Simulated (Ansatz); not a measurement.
# Bi in Ansatz: convergence with ecutfock ratio

The system is Bi.

```xyz
2
Lattice="2.2675 1.3091 3.9380 -2.2675 1.3091 3.9380 0.0000 -2.6183 3.9380" Properties=species:S:1:pos:R:3 pbc="T T T"
Bi    0.0000    0.0000    9.0495
Bi    0.0000    0.0000    2.7645
```

| Item | Value |
| --- | --- |
| Program | Ansatz 0.2.0 |
| Task | convergence study |
| Functional | PBE0 |
| Potentials or basis | Ansatz PAW |
| Cutoff | 420 eV |
| Density cutoff | 1680 eV |
| k mesh | 4 × 4 × 4 |
| Occupations | fermi-dirac, width 0.1 eV |
| Spin | no spin polarisation |

These are the settings of the first run; the series varies ecutfock ratio, with any setting tied to it.

Hardware: 2 threads of Intel(R) Xeon(R) Processor @ 2.50GHz (Skylake/Cascade Lake), on a shared host.

**Question.** The values tried are 1, 2, 3, 4, loosest first. From which on does the energy stay within 1 meV/atom of the tightest run that finished?

**Answer.** From 2 on.

```
ecutfock ratio  energy less the tightest run, at zero smearing (meV/atom)  SCF cycles  CPU time (s)  peak memory (GiB)
             1                                                      40.99          23            71               0.75
             2                                                      -0.19          23            91               0.88
             3                                                       0.00          23            94               0.93
             4                                                       0.00          23            92               0.93
```

The tightest run that finished is the yardstick and may itself not be fully converged.

Caveat, for the tightest run too: the k mesh is coarse (spacing up to 0.42 Å⁻¹), so the values aren't converged, least of all with exact exchange.
